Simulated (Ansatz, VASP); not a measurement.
## AgCl: VASP beside Ansatz

```xyz
2
Lattice="3.4340 0.0000 0.0000 0.0000 3.4340 0.0000 0.0000 0.0000 3.4340" Properties=species:S:1:pos:R:3 pbc="T T T"
Ag    0.0000    0.0000    0.0000
Cl    1.7170    1.7170    1.7170
```

Alike in both runs: task single point; functional PBE; k mesh 1 × 1 × 1; occupations gaussian, width 0.02 eV; no spin polarisation.

```csv
,VASP,Ansatz
version,VASP 6.6.1,Ansatz 0.2.0
potentials or method,"VASP PAW PBE potentials, release 64 (Ag, Cl)","scalar-relativistic, plane waves, PAW"
plane-wave cutoff (eV),520,420
valence electrons in the cell,18,26
```

Ansatz gave:

- gap on the k mesh at the Fermi level (eV): 1.23
- least direct gap on the mesh (eV): 1.23
- pressure (GPa): 3.6

Estimate VASP's values.

gap on the k mesh at the Fermi level (eV): 1.23; least direct gap on the mesh (eV): 1.23; pressure (GPa): 3.1.

The two sets of potentials don't hold the same shells in valence.

Caveats: the k mesh is coarse (spacing up to 1.83 Å⁻¹), so the values aren't converged; an odd mesh through Γ misses points on the zone boundary, where band edges often lie. A hybrid or GW would open this gap; PBE tends to underestimate it.
